**Is Ta2N a semiconductor with a gap of 0.3 eV?**

I am looking at computed energy levels of Ta2N at seven points of reciprocal space, that is, for seven electron waves that differ in wavelength, in direction or in both. "Point a", "point b" and "point c" give the position, and the rows are numbered from the top. "Level under 1" is the highest level below the Fermi energy, "level over 1" the lowest above it, and the Fermi energy is the zero.

Energy levels of Ta2N (space group P-3m1) were computed with GPAW 26.7.0 using the PBE functional, PAW data sets (gpaw-data 1.2.1) and a 600 eV plane-wave cutoff, at the given geometry, without spin polarisation or spin-orbit coupling. The k mesh is 8×8×5 with Fermi-Dirac smearing of width 0.05 eV, and levels are relative to the Fermi energy.

| point a (reciprocal cell vector) | point b (reciprocal cell vector) | point c (reciprocal cell vector) | level under 4 (eV) | level under 3 (eV) | level under 2 (eV) | level under 1 (eV) | level over 1 (eV) | level over 2 (eV) |
| --- | --- | --- | --- | --- | --- | --- | --- | --- |
| 0.0000 | 0.0000 | 0.0000 | -4.929 | -0.632 | -0.211 | -0.211 | 0.283 | 0.299 |
| 0.0000 | 0.0000 | 0.2000 | -4.434 | -1.270 | -0.602 | -0.602 | 0.693 | 0.693 |
| 0.0000 | 0.0000 | 0.4000 | -3.329 | -2.175 | -1.030 | -1.030 | 1.650 | 1.871 |
| 0.1250 | 0.0000 | 0.4000 | -3.170 | -2.432 | -1.606 | -0.574 | 1.115 | 1.796 |
| 0.2500 | -0.1250 | 0.0000 | -3.611 | -2.693 | -1.476 | -0.159 | 0.544 | 1.268 |
| 0.2500 | 0.0000 | 0.0000 | -6.075 | -3.707 | -2.741 | -1.680 | 0.153 | 1.072 |
| 0.5000 | 0.5000 | 0.0000 | -6.308 | -4.492 | -2.593 | -1.357 | 1.773 | 1.891 |

No level lies between −0.159 eV (row 5) and 0.153 eV (row 6). That looks like a narrow band gap, but the program calls the compound a metal. Is this a real gap that smearing has blurred, or does a band slip through between the points? I need to know whether 0.3 eV can serve as an activation energy for conduction in a film.

**Answer**

Two magnitudes are worth remembering here. The electron count misses that of a gapped crystal by a whole electron per cell, while smearing moves less than a tenth of an electron at any of your points. And one step of the mesh typically shifts a level by a few tenths of an eV, sometimes by more than one, so a band can easily jump across a window of 0.3 eV.

Start with the count, because it settles the matter within this calculation. The calculation treats 31 electrons per cell explicitly (the inner shells left out are full and hold an even number), and with paired spins each band holds two per cell, so 15.5 bands are filled on average. In a crystal with a true gap, every point has the same whole number of filled bands. Half a band can only arise if some regions of reciprocal space have more filled bands than others, and at the border between such regions a band passes through the Fermi energy. That border is the Fermi surface of a metal. Your seven rows are also only a selection of the points computed: over the full mesh the program reports a gap of zero.

Could smearing supply the odd electron across a gap instead? A level at energy $E$ above the Fermi energy holds $n = 2/(1+e^{E/w})$ electrons, where $w$ is the smearing width. For the lowest empty level in the table, $E/w = 0.153/0.05 \approx 3.1$, the exponential is about 21, and $n$ comes to about 0.09. Some eleven such levels would be needed at every point to hold one electron, yet in row 6 the next level already lies 1.1 eV up and is practically empty. If there were a gap, the odd electron would have to enter the band above it and would pull the Fermi energy up into that band, which again makes a metal.

So a band must cross somewhere, and the table suggests where. Levels sorted by energy change continuously from point to point, but your columns are counted from the Fermi energy. When a band rises through it, that band moves from "level under 1" to "level over 1", and all the others shift by one column. I therefore compared successive rows in three ways: with the same number of filled bands, with one fewer and with one more. The comparison has no adjustable constant.

From row 5 to row 6 an unchanged count demands a typical (root-mean-square) level change of 1.4 eV, and the deepest listed level would have to drop by 2.5 eV. With one filled band fewer, the typical change is only 0.3 eV. On this reading, the two edges of your "gap" are one and the same band, seen just before and just after it crosses the Fermi energy.

The short steps between rows 1 and 4 serve as controls, and all three favour an unchanged count. The step from row 3 to row 4 is as long as the one from row 5 to row 6, so step length alone does not produce the shift. The test is weakest where bands are steep: from row 2 to row 3 even the best match leaves 0.9 eV. The shifted match also compares five pairs of levels instead of six. It is good evidence for the place of the crossing, though only following the band on a finer path would confirm it.

Spin-orbit coupling, left out here, can move tantalum levels by tenths of an eV, as much as the whole window, so the crossing may lie elsewhere. The cell was also taken as given, not relaxed, and is somewhat stretched for this functional, which shifts levels too. The k mesh and the plane-wave cutoff are ordinary working values, not converged limits, and the atoms are held still. A finer mesh or thermal motion could therefore also move the levels relative to the Fermi energy, and with them the place of the crossing. The count is sturdier. In a non-magnetic crystal with a centre of inversion, such as this one, each band still holds two electrons when the coupling is included. Magnetic order could change that, and this calculation imposes paired spins.

For a neighbouring compound, first count the electrons in the smallest repeating cell. In band theory, an odd number means a metal as long as spins stay paired; strong repulsion between electrons can break this rule. An even number merely permits a gap: silicon has one, while calcium, also even, is a metal because its bands overlap. For your film, don't use 0.3 eV as an activation energy; this calculation describes a metallic conductor. The printed output below gives the comparison for each step; its first column repeats "point a", and the second holds the row numbers used here.

Output of the analysis:

```
highest listed level under the Fermi energy (eV): -0.159
lowest listed level over the Fermi energy (eV): 0.153
width of the empty window in the seven rows (eV): 0.312
filled bands per cell on average, two electrons each: 15.5
electrons that smearing puts into one level at the upper edge: 0.08958
such edge levels needed at every point for one extra electron: 11.16
Smearing and rms level change from the row before:
    row  row  net electrons leaked  step (1/angstrom)  same filled count (eV)  one filled band fewer (eV)  one filled band more (eV)
    0.0    1              -0.04596                n/a                     n/a                         n/a                        n/a
    0.0    2            -1.979e-05              0.258                  0.4621                       1.705                      1.826
    0.0    3            -4.525e-09              0.258                   0.886                       1.536                      1.468
  0.125    4            -2.067e-05             0.2913                  0.3922                       1.092                      1.327
   0.25    5              -0.07981             0.5926                  0.4196                      0.9496                      1.147
   0.25    6               0.08958             0.2913                   1.367                       0.293                       2.42
    0.5    7            -3.268e-12              1.542                  0.8258                        2.03                      1.639
largest level change from row 5 to row 6 with the same filled count (eV): 2.464
change of the band that would cross from row 5 to row 6 (eV): 0.312
largest level change from row 5 to row 6 with one filled band fewer (eV): 0.528
rms ratio from row 5 to row 6, same count over one fewer: 4.664
```
